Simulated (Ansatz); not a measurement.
HfN in Ansatz: the effect of Hubbard term

Crystal: HfN.

```
Hf N
1.0
     0.00000    2.25600    2.25600
     2.25600    0.00000    2.25600
     2.25600    2.25600    0.00000
Hf N
1 1
Direct
  0.00000 0.00000 0.00000
  0.50000 0.50000 0.50000
```

Alike in all runs:

| Item | Value |
| --- | --- |
| Program | Ansatz 0.2.0 |
| Task | band structure |
| Functional | r2SCAN |
| Potentials or basis | Ansatz PAW |
| Cutoff | 500 eV (not typed: the program's choice for these potentials) |
| k mesh | 10 × 10 × 10 |
| Occupations | fermi-dirac, width 0.05 eV |
| Spin | no spin polarisation |
| Path | [["G", "X", "W", "K", "G", "L", "U", "W", "L", "K"], ["U", "X"]] |
| Points for each segment of the path | 14 |
| Hubbard projectors | ortho-atomic (the default) |
| Double counting | fll (the default) |

```csv
Hubbard term,pressure (GPa)
none,2.6
Hf d U = 1 eV,4.0
Hf d U = 2 eV,5.4
Hf d U = 3 eV,?
Hf d U = 4 eV,8.5
Hf d U = 5 eV,10.2
Hf d U = 6 eV,11.9
Hf d U = 8 eV,15.5
```

Question: What does the run with Hubbard term Hf d U = 3 eV give?

Answer: Pressure 7.0 GPa.

Worked out: A parabola through the other rows of the pressure, of slope 1.55 GPa per eV there, gives 6.9 GPa, against the run's 7.0.

Caveats: the PAW data sets come from PBE, with cores solved anew for the run's functional, which leaves a small shift of forces and pressure; U without spin polarisation on a metal has little footing (some runs).
